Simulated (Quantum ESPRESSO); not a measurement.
Crystal: W.

```
CELL_PARAMETERS angstrom
-1.58234 1.58234 1.58234
1.58234 -1.58234 1.58234
1.58234 1.58234 -1.58234
ATOMIC_POSITIONS crystal
W 0.00000 0.00000 0.00000
```

```yaml
Program: Quantum ESPRESSO 7.5
Task: single point
Functional: PBE
Potentials_or_basis: SSSP 1.3 efficiency PBE
Cutoff: 748 eV
Density_cutoff: 5987 eV
k_mesh: 12 × 12 × 12
Occupations: fermi-dirac, width 0.05 eV
Spin: no spin polarisation
```

On this cell: pressure 6.1 GPa; band gap on the k mesh none (metal or under the smearing width).

The same run follows on a disturbed copy (cell strained at random at fixed volume):

```
CELL_PARAMETERS angstrom
-1.54480 1.61508 1.63102
1.57115 -1.54525 1.58754
1.54570 1.54614 -1.56120
ATOMIC_POSITIONS crystal
W 0.01093 0.00770 0.02297
```

Task: What changes?

Result: The energy (extrapolated to zero smearing) moves by +23.5 meV/atom; pressure 6.3 GPa; band gap on the k mesh none (metal or under the smearing width).

Stress tensor (GPa, compression positive):
```
11.98  0.62 -2.21
 0.62  6.22 -6.38
-2.21 -6.38  0.73
```
